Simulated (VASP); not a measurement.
Here is a VASP 6.6.1 calculation.

INCAR

```
SYSTEM = Zn12Cu
  PREC = Accurate
  ENCUT = 520
  EDIFF = 1E-6
  ISMEAR = -1
  SIGMA = 0.15
  LREAL = .FALSE.
  LASPH = .TRUE.
  NELM = 100
  ALGO = Fast
  ISIF = 2
  LWAVE = .FALSE.
  LCHARG = .TRUE.
  GGA = PE
  LELF = .TRUE.
  LVHAR = .TRUE.
  NBANDS = 90
```

KPOINTS

```
Automatic mesh
0
G
  2 2 2
  0 0 0
```

POSCAR

```
Zn12Cu
1.0
    5.3200000000      0.0000000000      0.0000000000
   -3.9900000000      6.9108830000      0.0000000000
    0.0000000000      0.0000000000      4.9369600000
Zn Cu
12 1
Direct
   -0.1705842617      0.0193462977     -0.0246305419
    0.1149508281      0.1472026078      0.4017249481
    0.0865690236      0.4563526832      0.2324507389
    0.3929444041      0.6145524385      0.6425006482
   -0.0942817681      0.6051180435     -0.0794618551
    0.1554053796      0.7878588018      0.2908672543
    0.1928525956     -0.0655198475     -0.2195683173
    0.8704349057      0.3225347615      0.7303482305
    0.4016076706      0.3514167437     -0.0742764778
    0.5672113430      0.4204672543      0.4256262963
    0.6226034287      0.6944988072      0.1869166451
    0.6259460239      0.9335420669      0.5352281566
    0.5715446503      0.1557688070      0.2067466619
```

Potentials or basis: VASP PAW PBE potentials, release 64 (Zn, Cu).

Launch:

```bash
$ cat potpaw_PBE.64/Zn/POTCAR potpaw_PBE.64/Cu/POTCAR > POTCAR
$ mpirun -np 1 vasp_std > vasp.out
```

Task: What does it give for the pressure?

Result: 14.4 GPa.

Task: Predict the band gap on the k mesh.

Result: None (metal or under the smearing width).

Stress tensor (GPa, compression positive):
```
11.44 -0.39  0.51
-0.39 17.97  1.32
 0.51  1.32 13.78
```

Caveat: the k mesh is coarse (spacing up to 0.68 Å⁻¹), so the values aren't converged.
